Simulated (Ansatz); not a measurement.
# AlN: the cost of one run

Program: Ansatz 0.2.0. Level of theory: DFT PBE, scalar-relativistic, plane waves, PAW. These are calculated values, not measurements.

2 further runs of the same task are left out: 1 that didn't finish, 1 set aside as unsound or not needed.

**1. Starting point**

Symmetry: P6_3mc, No. 186, hexagonal system. Conventional cell: a = 4.042 Å, b = 4.042 Å, c = 6.641 Å, α = 90.00°, β = 90.00°, γ = 120.00°. Around Al (site symmetry 3m) lie 4 As at 2.48 to 2.49 Å. As (site symmetry 3m) is surrounded by 4 Al at 2.48 to 2.49 Å.

As a file:

```
CELL_PARAMETERS angstrom
4.04165 0.00000 0.00000
-2.02083 3.50017 0.00000
0.00000 0.00000 6.64117
ATOMIC_POSITIONS crystal
Al 0.33333 0.66667 0.00070
Al 0.66667 0.33333 0.50070
As 0.33333 0.66667 0.37530
As 0.66667 0.33333 0.87530
```

It goes back to an entry of the Materials Project, which need not be the stable form.

It is the result of an earlier relaxation at this level (volume 23.49 Å³/atom; gap on the mesh: 1.70 eV).

**2. As → N: the starting cell**

The start of AlN: fractional positions of relaxed AlAs, cell scaled by 0.865, a guess from tabulated radii.

**3. Probe: one point at the start (AlN)**

input.yaml

```yaml
crystal:
  lattice:
    - [3.4969788924, 0.0, 0.0]
    - [-1.7484894462, 3.0284725573, 0.0]
    - [0.0, 0.0, 5.7461715918]
  atoms:
    - { symbol: Al, position: [0.3333333333, 0.6666666667, 0.0006951203] }
    - { symbol: Al, position: [0.6666666667, 0.3333333333, 0.5006951203] }
    - { symbol: "N", position: [0.3333333333, 0.6666666667, 0.3753048797] }
    - { symbol: "N", position: [0.6666666667, 0.3333333333, 0.8753048797] }
basis:
  ecutwfc: 420
kpoints:
  mp_grid: { grid: [6, 6, 4] }
hamiltonian:
  xc: pbe
scf:
  occupations: { method: gaussian, width: 0.1 }
output:
  forces: true
  stress: true
  eigenvalues: true
```

Command:

```bash
$ ansatz run input.yaml --threads 1 --pin off --max-ram 2560MiB --backend cpu --events-out ev --progress --plain --runs-dir out
```

Q: Estimate wall time and peak memory on 1 thread of Intel Xeon Platinum 8488C (Sapphire Rapids), shared host.

About 1 s, with a peak of 0.36 GiB.
